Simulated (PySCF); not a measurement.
Runs of PySCF 2.14.0 on As. It takes space group R-3m (No. 166, trigonal). The conventional cell has a = 3.762 Å, b = 3.762 Å, c = 10.542 Å, α = 90.00°, β = 90.00°, γ = 120.00°. As (site symmetry 3m) has 3 As at 2.51 Å as nearest neighbours. 

```csv
task,level,k mesh,symmetry,band path,conv_tol,max_cycle,gaussian width of the DOS,mesh quality,gap on the mesh (eV),V0 of scaled cells (Å³/atom),B0 (GPa)
equation of state,LDA,6 × 6 × 6,no,-,-,-,-,not flagged,-,(a),77
band structure,r2SCAN,7 × 7 × 7,yes,"GLB1,BZGX,QFP1Z,LP",1e-07 Ha,60,-,not flagged,none,-,-
equation of state,PBEsol,7 × 7 × 7,yes,-,-,-,-,not flagged,-,22.21,75
density of states,PBEsol,9 × 9 × 9,yes,-,1e-07 Ha,60,0.15 eV,not flagged,none,-,-
```

Alike in all rows: potentials or basis DZVP-MOLOPT-SR/GTH-PBE (potentials made for PBE); no spin polarisation; cell as given; smearing fermi-dirac 0.05 eV.

Fill in the values left out.

(a) 22.18.

Caveats: the potentials were made for another functional, which shifts forces and pressure; the basis of atomic orbitals isn't converged, which shifts pressures, moduli and gaps; the cell was scaled at fixed shape and fractional positions, which overstates the stiffness of a crystal with free parameters, most of all of layers and chains (some runs).

A k mesh can miss the band edges, and the runs leave out spin-orbit coupling on As.

A gap of «none» marks a metal or a gap under the smearing width.
